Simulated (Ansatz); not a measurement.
## Os: single point with Ansatz

System: Os (fcc type), 1 atom in the cell.

Ansatz input (lattice in Å, positions in fractions of it; a bare `kind: paw` takes the build's default datasets)
```yaml
crystal:
  lattice:
    - [0, 1.9265, 1.9265]
    - [1.9265, 0, 1.9265]
    - [1.9265, 1.9265, 0]
  atoms:
    - { symbol: Os, position: [0, 0, 0] }
kpoints:
  mp_grid: { grid: [4, 4, 4] }
hamiltonian:
  xc: pbe
  pseudopotentials:
    kind: paw
    azcp:
      Os: "pseudopotentials/pbe/paw/ansatz_paw_generated_hard_1/Os.paw.azcp"
scf:
  occupations: { method: fermi_dirac, width: 0.15 }
  convergence: { dr2_threshold: "1e-9 eV" }
  max_iter: 300
output:
  forces: true
  stress: true
  eigenvalues: true
```

These are results of PBE, plane waves, PAW datasets (generated hard set) (Ansatz), not measurements.

What the run gave

* Plane-wave cutoff used: 700 eV
* Pressure: 0.50 GPa
* Smearing term TS: 86.6 meV/atom
* Gap on the mesh: none (metallic)
* Valence electrons: 30
* Irreducible k-points: 8
* CPU time: of the order of 1 core-second on a shared host

Stress tensor in GPa, compression positive:
```
0.50 0.00 0.00
0.00 0.50 0.00
0.00 0.00 0.50
```

The stress includes the program's correction for the finite plane-wave basis.

The k-mesh is coarse, so these values belong to this mesh and can lie far from the converged ones. This cubic structure is a model: it isn't the usual form of the substance at ambient conditions, and such phases are metastable or hypothetical.
